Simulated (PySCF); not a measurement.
# TDDFT excited states: [C6H16N]+

Triethylammonium, C6H16N (charge +1).
Cartesian coordinates in Å at the PBE0-D3(BJ)/def2-SVP level; atoms count from 1:
```xyz
23
C6H16N angstrom
C      2.5134   -0.2118   -0.2208
C      1.3599    0.1818    0.6713
N      0.0202   -0.0299    0.0223
C     -1.0440    0.8360    0.6351
C     -0.9659    2.2728    0.1754
C     -0.3739   -1.4803    0.0007
C     -1.3903   -1.7964   -1.0710
H      2.5139   -1.2799   -0.4820
H      3.4549   -0.0104    0.3092
H      2.5309    0.3809   -1.1488
H      1.3389   -0.3916    1.6099
H      1.4188    1.2464    0.9330
H      0.1164    0.2658   -0.9580
H     -2.0108    0.3943    0.3615
H     -0.9299    0.7369    1.7249
H     -1.7793    2.8406    0.6483
H     -0.0241    2.7658    0.4559
H     -1.1010    2.3583   -0.9144
H     -0.7420   -1.7122    1.0110
H      0.5473   -2.0560   -0.1583
H     -1.0067   -1.5639   -2.0769
H     -2.3474   -1.2748   -0.9274
H     -1.6047   -2.8741   -1.0481
```

The calculation used PySCF 2.14.0, density-fitted response routines, TDDFT wB97X-D/def2-SVPD, vertical, gas phase, core orbitals frozen in the response.

```json
{"state": "S1", "E (eV)": "10.00", "E (kJ/mol)": "965", "λ (nm)": "124.0", "f": "0.0073", "|μ| (D)": "0.44", "main configurations (H = HOMO, L = LUMO)": "H-1/H→L (≥79%)"}
{"state": "S2", "E (eV)": "10.00", "E (kJ/mol)": "965", "λ (nm)": "123.9", "f": "0.0076", "|μ| (D)": "0.45", "main configurations (H = HOMO, L = LUMO)": "H-1/H→L (≥79%)"}
{"state": "S3", "E (eV)": "10.46", "E (kJ/mol)": "1010", "λ (nm)": "118.5", "f": "0.031", "|μ| (D)": "0.89", "main configurations (H = HOMO, L = LUMO)": "H-2→L (69%), H-1/H→L+3 (≥11%), H-1/H→L+2 (≥11%)"}
{"state": "S4", "E (eV)": "10.61", "E (kJ/mol)": "1024", "λ (nm)": "116.9", "f": "0.019", "|μ| (D)": "0.69", "main configurations (H = HOMO, L = LUMO)": "H-3→L (64%), H-1/H→L+1 (≥10%)"}
{"state": "S5", "E (eV)": "10.61", "E (kJ/mol)": "1024", "λ (nm)": "116.9", "f": "0.019", "|μ| (D)": "0.69", "main configurations (H = HOMO, L = LUMO)": "H-4→L (63%), H-1/H→L+1 (≥10%)"}
{"state": "S6", "E (eV)": "10.76", "E (kJ/mol)": "1038", "λ (nm)": "115.2", "f": "0.018", "|μ| (D)": "0.67", "main configurations (H = HOMO, L = LUMO)": "H-1/H→L+1 (≥64%), H-3→L (12%)"}
{"state": "S7", "E (eV)": "10.76", "E (kJ/mol)": "1039", "λ (nm)": "115.2", "f": "0.020", "|μ| (D)": "0.69", "main configurations (H = HOMO, L = LUMO)": "H-1/H→L+1 (≥64%), H-4→L (12%)"}
{"state": "S8", "E (eV)": "10.94", "E (kJ/mol)": "1055", "λ (nm)": "113.4", "f": "0.044", "|μ| (D)": "1.03", "main configurations (H = HOMO, L = LUMO)": "H-5→L (58%)"}
{"state": "S9", "E (eV)": "11.03", "E (kJ/mol)": "1065", "λ (nm)": "112.4", "f": "0.027", "|μ| (D)": "0.80", "main configurations (H = HOMO, L = LUMO)": "H-1/H→L+2 (≥35%), H-1/H→L+3 (≥23%), H-2→L+1 (16%)"}
```

Triplets, Tamm–Dancoff:

```
state  E (eV)  λ (nm)         main configurations (H = HOMO, L = LUMO)
   T1    9.87   125.7                                   H-1/H→L (≥75%)
   T2    9.87   125.6                                   H-1/H→L (≥75%)
   T3   10.27   120.7  H-2→L (61%), H-1/H→L+3 (≥12%), H-1/H→L+2 (≥12%)
```

The lowest singlet level (S1/S2) comes at 124 nm (965 kJ/mol) in the vacuum ultraviolet; it is weak. The strongest level in the table is S8 at 10.94 eV (113 nm, f = 0.044). S1/S2, S4/S5 and S6/S7 lie within about 0.01 eV of each other in each set. Löwdin shares by element: HOMO (one of a set within 0.03 eV) carbon 41% or more, hydrogen 8% or more (atoms not listed hold the other 51%); LUMO hydrogen 21% or more, carbon 17% or more, nitrogen 10% (atoms not listed hold the other 52%). The listed states span 1.03 eV, and the widest gap between neighbours is 0.46 eV (S2 to S3). The oscillator strengths of these states sum to 0.193; summed over the whole spectrum of an exact calculation they would give the number of electrons, 58 (Thomas–Reiche–Kuhn). Orbital energies (eV): HOMO-3 -16.82, HOMO-2 -16.75, HOMO-1 -16.21, HOMO -16.21, LUMO -1.83, LUMO+1 -1.22, LUMO+2 -0.99. The vertical ionisation energy (ΔSCF) is 16.49 eV, 5.46 eV above S9. Orbitals of the list HOMO-3 to LUMO+2 that lie within 0.01 eV of each other are written together with a slash and their weights summed (≥ marks a lower bound); for degenerate orbitals outside that list single weights are arbitrary. Singlets were solved by full linear response, triplets in the Tamm–Dancoff approximation. The highest level found (11.05 eV, f 0.043 so far) is left out, since the window may have cut off a degenerate partner.

One conformer stands for the species.
